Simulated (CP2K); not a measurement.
Crystal: TiO2.

```
Ti O
1.0
     6.43537    0.00000    0.00000
     5.33288    3.60199    0.00000
    -1.84389   -0.56437    6.32897
Ti O
4 8
Direct
  0.90007 0.90007 0.28960
  0.19529 0.19529 0.28376
  0.09993 0.09993 0.71040
  0.80471 0.80471 0.71624
  0.36193 0.36193 0.29340
  0.26349 0.26349 0.65250
  0.86719 0.86719 0.99529
  0.73651 0.73651 0.34750
  0.94165 0.94165 0.63002
  0.13281 0.13281 0.00471
  0.63807 0.63807 0.70660
  0.05835 0.05835 0.36998
```

The cell comes from a database or a generator and needn't be the stable form of this composition.

Base run:

| Item | Value |
| --- | --- |
| Program | CP2K 2026.2 |
| Functional | PBEsol |
| Potentials or basis | POTENTIAL_UZH Ti GTH-PBE-q12, O GTH-PBE-q6; DZVP-MOLOPT-PBE-GTH basis |
| Density cutoff | 11565 eV |
| k mesh | 6 × 6 × 4 |
| Occupations | fermi-dirac, width 0.05 eV |
| Spin | no spin polarisation |

Its results: band gap on the k mesh 2.69 eV, indirect (least direct gap 2.87 eV); pressure -5.1 GPa; largest force 0.128 eV/Å.

Problem. After a change of settings the same cell gave: band gap on the k mesh 2.72 eV, indirect (least direct gap 2.89 eV); pressure 2.3 GPa; largest force 0.233 eV/Å. Which change was it?
A. functional from PBEsol to HLE16
B. functional from PBEsol to revPBE
C. functional from PBEsol to PBE
D. functional from PBEsol to LDA

Solution. B.

revPBE binds less tightly than PBEsol, so the same cell stands under more pressure.

Caveats: the potentials were made for another functional, which shifts forces and pressure; the basis of atomic orbitals isn't converged, which shifts pressures, moduli and gaps.
